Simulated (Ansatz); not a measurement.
H in its lowest state found on the top face of a (100) slab of Mo (Im-3m (No. 229)), 5 planes, outer planes Mo (top) and Mo (bottom); 1 a cell of 9.79 Å², its atoms last:

```
CELL_PARAMETERS angstrom
3.12931 0.00000 0.00000
0.00000 3.12931 0.00000
0.00000 0.00000 25.25861
ATOMIC_POSITIONS crystal
Mo 0.50000 0.50000 0.33652
Mo 0.00000 0.00000 0.39846
Mo 0.50000 0.50000 0.45959
Mo 0.00000 0.00000 0.52166
Mo 0.50000 0.50000 0.58052
H 0.00000 0.50000 0.62189
```

Theory: DFT PBEsol, scalar-relativistic, plane waves, PAW (Ansatz 0.2.0). Plane waves to 420 eV, a k mesh through Γ of 9×9×1 on the computed 6-atom cell and Gaussian smearing (0.10 eV); no spin polarisation. A dipole correction removes the field between periodic images along c.

The clean top face has a work function of 4.02 eV. Adsorption changes the slab's dipole along +c by Δp = -0.0538 e·Å a cell (-0.26 D an adsorbate).

**Question.** What change of work function does the Helmholtz equation give?

**Answer.** A sheet of dipoles makes a step in an electron's potential energy of −e·Δp/(ε0·A), and e/ε0 = 180.95 eV·Å for Δp in e·Å: −180.95 × (-0.0538)/9.79 = +0.99 eV. This is the change of φ(top) − φ(bottom). If the bottom face is unmoved, φ(top) becomes 5.02 eV.

**Question.** How does that compare with the calculation?

**Answer.** φ(top) changes by +0.95 eV and φ(bottom) by -0.05 eV, so their difference changes by +1.00 eV. The bottom face hardly moves.

**Question.** What does the sign say about the electrons?

**Answer.** The change of dipole points into the surface (negative end outward), so the work function rises. Electrons gather on the vacuum side. Δp also holds the adsorbate's own dipole and the moves of the surface atoms, so it isn't a charge transfer alone.